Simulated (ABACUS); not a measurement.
Ni:

```xyz
2
Lattice="2.4480 0.0000 0.0000 -1.2240 2.1201 0.0000 0.0000 0.0000 4.0728" Properties=species:S:1:pos:R:3 pbc="T T T"
Ni    1.2240    0.7067    3.0546
Ni    0.0000    1.4134    1.0182
```

This isn't the form of Ni at room conditions, which is fcc.

```yaml
Program: ABACUS 3.10.1
Task: relaxation of cell and atoms
Functional: BLYP
Potentials_or_basis: SG15 ONCV 1.2 PBE
Cutoff: 1333 eV
Density_cutoff: 5333 eV
Basis: plane waves
k_mesh: 8 × 8 × 5
Occupations: fermi-dirac, width 0.05 eV
Spin: collinear spin, ferromagnetic start
Starting_moments: "[1.0, 1.0] μB"
```

At the start: pressure 15.3 GPa; volume 10.57 Å³/atom.

Where does the relaxation end?

Over 5 steps the energy falls by 36.2 meV/atom and the volume is 11.38 Å³/atom (+7.7 %); space group P6_3/mmc (No. 194, to 0.05 Å); moment 1.34 μB per cell.

The path:
```csv
step,energy change (eV),largest force (eV/Å),pressure (GPa),volume (Å³)
1,0.0000,0.0000,15.31,21.14
2,-0.0117,0.0000,-10.43,24.51
3,-0.0724,0.0000,-0.11,22.79
4,-0.0724,0.0000,-0.11,22.79
5,-0.0724,0.0000,0.06,22.76
```

Final structure:
```yaml
crystal:
  lattice:
    - [2.50929, 0.00000, 0.00000]
    - [-1.25464, 2.17311, 0.00000]
    - [0.00000, 0.00000, 4.17473]
  atoms:
    - { symbol: Ni, position: [0.66667, 0.33333, 0.75000] }
    - { symbol: Ni, position: [0.33333, 0.66667, 0.25000] }
```

Caveat: the k mesh is coarse (spacing up to 0.37 Å⁻¹), so the values aren't converged; the shape was held while the volume relaxed; the potentials were made for another functional, which shifts forces and pressure.
